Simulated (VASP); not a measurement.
BaZrS3:

```
Ba Zr S
1.0
     7.13449    0.00000    0.00000
     0.00000   10.04182    0.00000
     0.00000    0.00000    7.06356
Ba Zr S
4 4 12
Direct
  0.04303 0.25000 0.00875
  0.45697 0.75000 0.50875
  0.54303 0.25000 0.49125
  0.95697 0.75000 0.99125
  0.00000 0.00000 0.50000
  0.50000 0.00000 0.00000
  0.50000 0.50000 0.00000
  0.00000 0.50000 0.50000
  0.99416 0.25000 0.56090
  0.50584 0.75000 0.06090
  0.49416 0.25000 0.93910
  0.00584 0.75000 0.43910
  0.21326 0.96818 0.78662
  0.28674 0.03182 0.28662
  0.71326 0.53182 0.71338
  0.78674 0.46818 0.21338
  0.78674 0.03182 0.21338
  0.71326 0.96818 0.71338
  0.28674 0.46818 0.28662
  0.21326 0.53182 0.78662
```

The cell is a database's computed one.

```yaml
Program: VASP 6.6.1
Task: relaxation of cell and atoms
Functional: PBEsol
Potentials_or_basis: VASP PAW PBE potentials, release 64 (Ba_sv, Zr_sv, S)
Cutoff: 600 eV
k_mesh: 4 × 4 × 4
Occupations: gaussian, width 0.03 eV
Spin: no spin polarisation
```

At the start: pressure -2.5 GPa; volume 25.30 Å³/atom.

**Question.** Where does the relaxation end?

**Answer.** Over 16 steps the energy falls by 7.3 meV/atom and the volume is 24.44 Å³/atom (-3.4 %); space group Pnma (No. 62, to 0.05 Å).

Step by step:
```
step  energy change (eV)  largest force (eV/Å)  pressure (GPa)  volume (Å³)
   1              0.0000                0.0762           -2.52       506.06
   2             -0.0623                0.0657            2.06       477.47
   3             -0.1365                0.0480           -0.01       489.29
   4             -0.1364                0.0473            0.05       488.96
   5             -0.1373                0.0445            0.05       488.92
   6             -0.1395                0.0364            0.05       488.82
   7             -0.1424                0.0225            0.06       488.62
   8             -0.1420                0.0452            0.08       488.21
   9             -0.1433                0.0298            0.07       488.44
  10             -0.1443                0.0233            0.02       488.75
  11             -0.1452                0.0138           -0.10       489.42
  12             -0.1456                0.0135           -0.01       488.88
  13             -0.1456                0.0140            0.02       488.67
  14             -0.1457                0.0131            0.02       488.67
  15             -0.1459                0.0122            0.02       488.68
  16             -0.1461                0.0096           -0.01       488.90
```

Final structure:
```
Ba Zr S
1.0
     7.07388    0.00000    0.00000
     0.00000    9.92592    0.00000
     0.00000    0.00000    6.96288
Ba Zr S
4 4 12
Cartesian
  0.3528 2.4815 0.0750
  3.1841 7.4444 3.5564
  3.8898 2.4815 3.4065
  6.7210 7.4444 6.8879
  0.0000 0.0000 3.4814
  3.5369 0.0000 0.0000
  3.5369 4.9630 0.0000
  0.0000 4.9630 3.4814
  7.0417 2.4815 3.9263
  3.5692 7.4444 0.4448
  3.5047 2.4815 6.5181
  0.0322 7.4444 3.0366
  1.4955 9.5911 5.4910
  2.0414 0.3349 2.0095
  5.0325 5.2978 4.9533
  5.5784 4.6281 1.4719
  5.5784 0.3349 1.4719
  5.0325 9.5911 4.9533
  2.0414 4.6281 2.0095
  1.4955 5.2978 5.4910
```

Caveat: the PAW data sets were made with another functional, which shifts forces and pressure a little.
